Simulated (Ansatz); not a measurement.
All numbers below come from DFT PBE, scalar-relativistic, plane waves, PAW (Ansatz). All cells share a 420 eV cutoff and Γ-centred k meshes spaced at most about 0.3 Å⁻¹ (about 0.25 or finer for metals, 2π included). No spin polarisation.

These are static total energies at zero pressure.

Two relaxed structures of Al₅N:

A.

```
Al N
1.0
     5.28085    0.00000    0.00000
     0.00000    5.28085    0.00000
     0.00000    0.00000    4.78938
Al N
5 1
Direct
  0.24753 0.24753 0.20306
  0.75247 0.75247 0.20306
  0.75247 0.24753 0.20306
  0.24753 0.75247 0.20306
  0.00000 0.00000 0.79196
  0.00000 0.00000 0.40369
```

B.

```
Al N
1.0
     2.72162    1.57133    4.26088
    -2.72162    1.57133    4.26088
     0.00000   -3.14266    4.26088
Al N
5 1
Direct
  0.34274 0.85050 0.34274
  0.34274 0.34274 0.85050
  0.85050 0.34274 0.34274
  0.74893 0.74893 0.74893
  0.34928 0.34928 0.34928
  0.59879 0.59879 0.59879
```

Problem. Which is lower in energy, and by how much?

Solution. B is lower, by 238 meV/atom. A has space group P4mm (No. 99), 22.3 Å³/atom and no gap on its mesh; B has space group R3m (No. 160), 18.2 Å³/atom and no gap. Counting Al atoms around N (those within 1.25 times the shortest such distance or 1.15 times the sum of covalent radii; a plus sign parts nearer from farther groups), A has N 1+4 and B has N 4. The denser one is the lower, and pressure would at first widen the difference. In A, Al on a site of symmetry m has 1 N at 2.08 Å and 5 Al at 2.61–2.70 Å; around Al on a site of symmetry 4mm lies 1 N at 1.86 Å; N is surrounded by 1 Al at 1.86 Å and 4 Al at 2.08 Å. In B, around Al on a site of symmetry m lie 1 N at 1.94 Å and 6 Al at 2.62–2.76 Å; Al on a site of symmetry 3m has 1 N at 1.92 Å, 6 Al at 2.99 Å and 6 Al at 3.25–3.42 Å; around N lie 4 Al at 1.92–1.94 Å, 1 Al at 3.19 Å and 3 Al at 3.32 Å; 1 more site not described. Both come from invented guesses. The lowest form computed isn't among them: it has space group P1 (No. 1), 16.5 Å³/atom and lies 72 meV/atom below the best shown.

Cells relaxed within their symmetry can be saddle points. Some structure types and database cells were kept out of the candidates from the start, so a known form may be missing.

B's advantage probably comes from both parts of the bonding. Its nitrogen has four aluminium neighbours at nearly equal distances of 1.92–1.94 Å, close to the strong polar bonds of AlN, although the tetrahedron is distorted. In A only the 1.86 Å contact is short; the four at 2.08 Å are stretched and individually weaker, so the higher coordination number brings no gain.

With so little nitrogen, its 2p states are filled and many aluminium valence electrons remain for delocalised Al–Al bonding, consistent with the absence of a gap in both cells. Such bonding favours compact packing, which the open framework of A provides poorly. The still denser P1 form continues this order, but the energies alone don't separate the Al–N from the Al–Al contribution.

B is therefore only the better of these two arrangements, not the ground state. Nor does the comparison show that Al₅N would resist separating into aluminium metal and AlN, the outcome expected from the known chemistry of the system.
